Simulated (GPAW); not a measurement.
A computed O K-edge spectrum of one site in a crystal of Ba, O and Ti, with its zero at a photon energy of about 528.4 eV (raw 537.3 eV, less 8.9 eV of added terms; uncertain by a few eV). Method: GPAW, PBE, full core hole (charged cell) in a small cell, dipole transitions, broadening that rises with energy.

Energy from the lowest empty level; intensity scaled to a mean of 1 over the first 20 eV:

```csv
E (eV),intensity
-2.00,0.00
-1.25,0.00
-0.50,0.01
0.25,0.20
1.00,1.04
1.75,1.01
2.50,0.69
3.25,0.77
4.00,0.79
4.75,1.30
5.50,1.41
6.25,1.45
7.00,1.52
7.75,0.92
8.50,0.37
9.25,0.26
10.00,0.42
10.75,0.77
11.50,1.25
12.25,1.63
13.00,1.67
13.75,1.47
14.50,1.32
15.25,1.25
16.00,1.12
16.75,0.96
17.50,0.87
18.25,0.84
19.00,0.76
19.75,0.63
20.50,0.50
21.25,0.43
22.00,0.42
22.75,0.45
23.50,0.47
24.25,0.49
25.00,0.52
25.75,0.56
26.50,0.61
27.25,0.68
28.00,0.75
28.75,0.83
29.50,0.91
30.25,0.99
31.00,1.06
31.75,1.11
```

Q: Which coordination does this site have?

A K edge sees empty p states; the first features are O p mixed into the empty d states of the Ti neighbours, and the broad ones above probably into the cations' higher empty bands. It is atom 3 of BaTiO3 (P4/mmm), with 2 Ti at 2.00 Å (linear, site symmetry mmm). Its main maxima below 24 eV lie at 1.3 eV (1.26), 3.0 eV (0.82), 5.3 eV (1.44), 6.7 eV (1.57) and 12.7 eV (1.70). A near-edge spectrum doesn't fix the structure by itself; it is matched against candidates. The crystal has 2 inequivalent O sites and not all are shown here, while a measurement adds them all. The holes are only 5.7 Å apart, so the shape is probably not converged with cell size; no larger cell was run here. The mesh is coarse (0.26 Å⁻¹ between points), so small maxima may be mesh ripples. The structure is a published determination, not relaxed.

[Banner, clock and machine lines of the logs are left out without a mark of their own.]

[Logs are printed without paths, hosts, clocks, repeated set-up lines and the standing remarks that a program may print on its own settings, such as how far it seeks lower states.]

[Hosts, paths, dates, database ids (printed as entryN), source tags and the programs' standing remarks are cut or masked in the printed files.]

[Lists of maxima count a maximum above −3 eV only where it reaches 4 % of the highest in the window and stands out from its surroundings by 2 % of it (1.5 % where it reaches 55 %); shoulders and weaker maxima are passed over, and of the rest the first, up to two pre-edge ones and the few strongest are named.]
